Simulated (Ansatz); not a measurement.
# CaSe: how the settings move a single-point run

How sensitive is a single-point run of CaSe to its settings? A reference run comes first, then one run with altered input.

The COD entry's cell or inner coordinates are ideal or old and differ from later refinements, so a difference from it is no clean test against experiment.

Computed with Ansatz 0.2.0 (reference: DFT, PBE, all-electron LAPW, Dirac equation with spin-orbit coupling, unless a step's input says otherwise).

## Step 1: Starting point

It takes space group Fm-3m (No. 225, cubic). The conventional cell has a = 5.912 Å, b = 5.912 Å, c = 5.912 Å, α = 90.00°, β = 90.00°, γ = 90.00°. Around Ca (site symmetry m-3m) lie 6 Se at 2.96 Å. Se (site symmetry m-3m) has 6 Ca at 2.96 Å in its first shell of neighbours.

Coordinates:

```xyz
2
Lattice="0.0000 2.9560 2.9560 2.9560 0.0000 2.9560 2.9560 2.9560 0.0000" Properties=species:S:1:pos:R:3 pbc="T T T"
Ca    0.0000    0.0000    0.0000
Se    2.9560    2.9560    2.9560
```

## Step 2: The reference run

The input, input.yaml:

```yaml
crystal:
  lattice:
    - [0.0, 2.956, 2.956]
    - [2.956, 0.0, 2.956]
    - [2.956, 2.956, 0.0]
  atoms:
    - { symbol: Ca, position: [0.0, 0.0, 0.0] }
    - { symbol: Se, position: [0.5, 0.5, 0.5] }
kpoints:
  mp_grid: { grid: [7, 7, 7] }
  band_path:
    path:
      - [0.0, 0.0, 0.0]
      - [0.5, 0.0, 0.5]
      - [0.625, 0.25, 0.625]
      - [0.375, 0.375, 0.75]
      - [0.0, 0.0, 0.0]
      - [0.5, 0.5, 0.5]
      - [0.5, 0.25, 0.75]
      - [0.5, 0.0, 0.5]
    npoints: 5
scf:
  occupations: { method: fermi_dirac, width: 0.02 }
hamiltonian:
  xc: pbe
  pseudopotentials: { kind: all_electron, lapw: { basis_error: 0.00025 } }
output:
  forces: true
  stress: true
  eigenvalues: true
magnetization:
  noncollinear: true
  spin_orbit: true
```

The run is started by

```sh
$ ansatz run input.yaml --threads 1 --pin off --max-ram 2048MiB --backend cpu --events-out ev --progress --plain --runs-dir out
```

## Step 3: Variant: mp_grid.shift [0.5, 0.5, 0.5], scf.algorithm density_mixing

input.yaml, as its differences from that of step 2:

```diff
@@ -9,3 +9,3 @@
 kpoints:
-  mp_grid: { grid: [7, 7, 7] }
+  mp_grid: { grid: [7, 7, 7], shift: [0.5, 0.5, 0.5] }
   band_path:
@@ -23,2 +23,3 @@
   occupations: { method: fermi_dirac, width: 0.02 }
+  algorithm: density_mixing
 hamiltonian:
```

Before running it: what results should come out? Wanted: for each run, ending; energy change; pressure; gap; force.

As calculated:

```
                                                           run     ending  energy change  pressure (GPa)  gap (eV)  force (eV/Å)  cycles  time
                                                     reference  converged              0             1.2      1.96          0.00       7  26 s
1: mp_grid.shift [0.5, 0.5, 0.5], scf.algorithm density_mixing  converged  -0.1 meV/atom             1.2      2.14          0.00       7  45 s
```

Residual by cycle in the longest SCF loop of each run; runs are numbered as in the table. The quantity is the density residual dr2, in eV.

```
cycle  reference   run 1
    1      0.494   0.494
    2      0.129   0.129
    3     0.0113  0.0113
    4     2.9e-4  2.9e-4
    5     2.8e-6  2.8e-6
    6     1.5e-7  1.5e-7
    7     2.1e-9  2.1e-9
```

What this shows: Changing the k-point mesh and solver moves the energy by -0.1 meV/atom, and the gap on the mesh goes from 1.96 to 2.14 eV. The energy is not variational in the mesh, so the sign tells nothing. A gap read on a mesh depends on which points the mesh holds, and a coarse mesh shifts the density too. Cost: 45 s against 26 s.

The gaps are Kohn-Sham values of a semilocal functional, not quasiparticle or optical gaps. Such gaps usually fall short of the measured ones.
